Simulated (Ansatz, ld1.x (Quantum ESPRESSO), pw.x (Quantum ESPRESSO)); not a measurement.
## phosphorus: one change to the PAW potential, in the atom and in the bcc crystal

* Element: P
* Generator: ld1.x (Quantum ESPRESSO) 7.5
* Type: PAW
* Functional: PBE
* Relativity: scalar-relativistic
* Frozen core: [Ne]
* Valence charge: 5
* Reference configuration: 3s2 3p3
* Partial waves: 3s (bound): rcut 1.60, rcutus 1.80 bohr; 3s channel at 2.4 Ry: rcut 1.60, rcutus 1.80 bohr; 3p (bound): rcut 1.65, rcutus 2.00 bohr; 3p channel at 0.3 Ry: rcut 1.65, rcutus 2.00 bohr
* Local potential: all-electron potential smoothed inside 1.80 bohr (lloc = -2)
* Core correction: Bessel-smoothed model core inside 1.80 bohr
* Augmentation charge: PSQ, inside the norm-conserving radii

Change: all radii but the core radius scaled by about 0.82 (s 1.48, p 1.64 bohr, rcut 1.32/1.36); local potential all-electron potential smoothed inside 1.48 bohr (lloc = -2).

Cutoffs, loose and tight: the cutoffs (Ry, on a coarse ladder) from which the occupation-weighted sum of valence levels, in a spherical-Bessel basis at the reference potential, stays within 10 and 1 mRy of its value at 400 Ry. They do not see the model core or the augmentation charge, which bear on the density cutoff. Test errors are all-electron minus pseudo excitation energies from the reference, over the configurations 3s2 3p2; 3s2 3p1; 3s2 3p0; 3s1 3p4; 3s1 3p0; 3s2 3p3.3; 3s0 3p5; variants that change the core or the reference have their own tests.

Crystal test: bcc P in pw.x 7.5, no spin, 15³ k-points, Fermi–Dirac smearing 0.01 Ry, cutoffs set for each file from its atomic test. The reference is all-electron LAPW (Ansatz 0.2.0) with the same functional, mesh and smearing; V0 and B0 come from Birch–Murnaghan fits to the pressures at five volumes. Errors are pseudo minus all-electron; Δ is the rms difference of the E(V) curves that follow from these fits, minima aligned, over ±6 % about the mean V0. Mesh and smearing are coarse, so the numbers serve the comparison and aren't converged zero-temperature values; the lattice is a test structure that the element need not adopt.

All-electron: a0 = 3.052 Å (V0 = 14.22 Å³/atom), B0 = 95.6 GPa.

Problem. Does the change bring the crystal closer to the all-electron result?

Solution. The mean pressure error goes from +11.47 to +7.19 GPa, so the change moves the solid closer to the all-electron pressures. Neither pressure curve crosses zero within the volumes sampled, so no fits are given.

| quantity | base | changed |
| --- | --- | --- |
| outcome (atom) | generated | generated |
| cutoff, loose (atom) | 12 Ry | 15 Ry |
| cutoff, tight (atom) | 18 Ry | 30 Ry |
| bound ghosts (atom) | none | none |
| largest test error (meV) (atom) | -129 | -124 |
| cutoffs in pw.x (Ry) | 40/320 | 40/320 |
| mean pressure error (GPa) | +11.47 | +7.19 |

Base: This is a poor potential for the solid. Changed file: This is a poor potential for the solid.
